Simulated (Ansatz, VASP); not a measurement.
# One calculation of Sb, two programs

Contents of INCAR:

```
SYSTEM = Sb
PREC = Accurate
ENCUT = 520
EDIFF = 1E-6
ISMEAR = 0
SIGMA = 0.1
LREAL = .FALSE.
LASPH = .TRUE.
NELM = 100
ALGO = Fast
ISIF = 2
LWAVE = .FALSE.
LCHARG = .FALSE.
GGA = PS
NBANDS = 12
```

The input KPOINTS:

```
Automatic mesh
0
G
  14 10 10
  0 0 0
```

Contents of POSCAR:

```
Sb
1.0
    3.0637568998      0.0000000000      0.0126666375
    0.0000000000      4.3256139648      0.0000000000
   -0.0203108920      0.0000000000      4.3263950861
Sb
2
Direct
    0.9999275747      0.7500000000      0.7499782594
    0.0000724253      0.2500000000      0.2500217406
```

Input for Ansatz:

```yaml
crystal:
  lattice:
    - [3.0637568998, 0.0, 0.0126666375]
    - [0.0, 4.3256139648, 0.0]
    - [-0.020310892, 0.0, 4.3263950861]
  atoms:
    - { symbol: Sb, position: [0.9999275747, 0.75, 0.7499782594] }
    - { symbol: Sb, position: [7.24253e-05, 0.25, 0.2500217406] }
basis: {}
kpoints:
  mp_grid: { grid: [14, 10, 10] }
hamiltonian:
  xc: pbesol
  pseudopotentials: { kind: all_electron, lapw: {} }
scf:
  occupations: { method: gaussian, width: 0.1 }
output:
  forces: true
  stress: true
  eigenvalues: true
```

Alike in both runs: task single point; functional PBEsol; k mesh 14 × 10 × 10; occupations gaussian, width 0.1 eV; no spin polarisation.

```csv
,VASP,Ansatz
version,VASP 6.6.1,Ansatz 0.2.0
potentials or method,"VASP PAW PBE potentials, release 64 (Sb)","scalar-relativistic, all-electron LAPW"
plane-wave cutoff (eV),520,see its input
```

```csv
,VASP,Ansatz,Ansatz less VASP
gap on the k mesh at the Fermi level (eV),none,none,-
pressure (GPa),0.1,0.0,-0.11
```

A gap of «none» marks a metal or a gap that the smearing closes. Ansatz ran all-electron here, so the differences hold the error of VASP's frozen core and of both bases.

Caveats: the PAW data sets were made with another functional, which shifts forces and pressure a little (VASP). Spin-orbit coupling is left out, which matters for the levels of Sb.
